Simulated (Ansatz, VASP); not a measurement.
## Two plane-wave programs on GaCo

POSCAR

```
GaCo
1.0
    2.8391033400      0.0000000000      0.0000000000
    0.0000000000      2.8391033400      0.0000000000
    0.0000000000      0.0000000000      2.8391033400
Ga Co
1 1
Direct
    0.5000000000      0.5000000000      0.5000000000
    0.0000000000      0.0000000000      0.0000000000
```

The input INCAR.step1:

```
  ALGO = Normal
  EDIFF = 1E-4
  ENCUT = 520
  GGA = PE
  ISMEAR = -5
  ISPIN = 2
  LASPH = True
  LCHARG = False
  LDAU = True
  LDAUJ = 0 0
  LDAUL = -1 2
  LDAUTYPE = 2
  LDAUU = 0 6.2
  LMAXMIX = 4
  LREAL = False
  LWAVE = True
  MAGMOM = 0 2
  NBANDS = 22
  NELM = 150
  PREC = Accurate
  SIGMA = 0.1
```

Contents of INCAR.step2:

```
  ALGO = Normal
  EDIFF = 1E-7
  ENCUT = 520
  ISIF = 2
  ISMEAR = -5
  ISPIN = 2
  ISTART = 1
  LASPH = True
  LCHARG = True
  LDAU = True
  LDAUJ = 0 0
  LDAUL = -1 2
  LDAUPRINT = 1
  LDAUTYPE = 2
  LDAUU = 0 6.2
  LELF = True
  LMAXMIX = 4
  LMIXTAU = True
  LORBIT = 11
  LREAL = False
  LVHAR = True
  LWAVE = False
  MAGMOM = 0 2
  METAGGA = R2SCAN
  NBANDS = 22
  NELM = 150
  PREC = Accurate
  SIGMA = 0.1
```

The input KPOINTS:

```
k-points
0
Gamma
  9 9 9
```

File input.yaml:

```yaml
crystal:
  lattice:
    - [2.83910334, 0.0, 0.0]
    - [0.0, 2.83910334, 0.0]
    - [0.0, 0.0, 2.83910334]
  atoms:
    - { symbol: Ga, position: [0.5, 0.5, 0.5] }
    - { symbol: Co, position: [0.0, 0.0, 0.0], spin: 2.0 }
hamiltonian:
  xc: r2scan
  pseudopotentials: { kind: paw }
  hubbard:
    sites: [{ species: Co, l: d, u_eff: 6.2 }]
    projectors: all-electron-atomic
magnetization:
  spin_polarized: true
kpoints:
  mp_grid: { grid: [9, 9, 9] }
scf:
  occupations: { method: tetrahedron }
output:
  forces: true
  stress: true
  write_density: true
  write_potential: true
  elf: true
  volumetric_format: npy
```

Alike in both runs: task single point; functional r2SCAN; k mesh 9 × 9 × 9; occupations tetrahedron; collinear spin; Hubbard terms Co d U = 6.2 eV.

|  | VASP | Ansatz |
| --- | --- | --- |
| version | VASP 6.6.1 | Ansatz 0.2.0 |
| potentials or method | VASP PAW PBE potentials, release 64 (Ga_d, Co) | Ansatz PAW |
| plane-wave cutoff (eV) | 520 | 500 |
| valence electrons in the cell | 22 | 30 |

VASP gave:

```
gap on the k mesh at the Fermi level (eV)                     : none
net moment per atom (μB)                                      : 0.93
size of the moment on the site where the two differ most (μB) : 1.91
```

Problem. Estimate Ansatz's values.

Solution. gap on the k mesh at the Fermi level (eV): none; net moment per atom (μB): 0.90; size of the moment on the site where the two differ most (μB): 1.79.

Site moments also hang on the region over which each program counts them. The programs project onto different local orbitals, so the same U acts differently. A gap of «none» marks a metal or a gap that the smearing closes. The two sets of potentials don't hold the same shells in valence.

Caveats: the U is typed as a test and isn't derived for this compound; the magnetic or orbital state may not be the lowest (Ansatz); with tetrahedron occupations forces and stress needn't match the slope of the energy (Ansatz). The state reached can hang on the start; a lower one may exist.
